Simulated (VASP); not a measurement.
CaSe: single point with PBE

The system is CaSe.

```
Ca Se
1.0
     0.00000    3.16800    3.56400
     3.16800    0.00000    3.56400
     3.16800    3.16800    0.00000
Ca Se
1 1
Cartesian
  0.0000 0.0000 0.0000
  4.7520 4.7520 5.3460
```

The cell comes from a database or a generator and needn't be the stable form of this composition.

The cell isn't the ideal one: strain -0.040 along x and y, +0.080 along z, atoms carried along.

```
Program                : VASP 6.6.1
Task                   : single point
Functional             : PBE
Potentials or basis    : VASP PAW PBE potentials, release 64 (Ca_sv, Se)
Cutoff                 : 520 eV
k mesh                 : 6 × 6 × 6
Occupations            : gaussian, width 0.05 eV
Spin                   : no spin polarisation
Dipole correction      : no
Further INCAR settings : ALGO = Normal; EDIFF = 1e-07; NBANDS = 15
```

| Item | Value |
| --- | --- |
| Pressure | -0.2 GPa |
| Band gap on the k mesh | 2.90 eV, indirect (least direct gap 3.11 eV) |

Stress tensor (GPa, compression positive):
```
 0.22  0.00  0.00
 0.00  0.22  0.00
 0.00  0.00 -1.02
```

Levels at points of the mesh, in eV from the valence-band top:
```tsv
k point	band 4	band 5	band 6	band 7	band 8	band 9	band 10	band 11	band 12	band 13
(0.00, 0.00, 0.00)	-20.37	-10.52	-0.40	-0.21	-0.21	2.90	4.83	5.38	6.61	7.18
(0.50, 0.00, 0.00)	-20.38	-10.27	-1.42	-0.40	-0.03	4.80	5.01	5.26	5.60	6.10
(0.50, 0.50, 0.00)	-20.41	-10.21	-1.59	-0.03	-0.03	3.23	4.69	5.73	5.73	5.86
(0.50, 0.00, 0.50)	-20.37	-10.18	-1.36	-0.39	-0.33	3.40	4.61	5.78	5.93	5.94
```

Run time: 14 s on 1 thread of Intel(R) Xeon(R) 6975P-C (Granite Rapids) (shared host), peak memory 0.21 GiB.

A k mesh can miss the band edges.
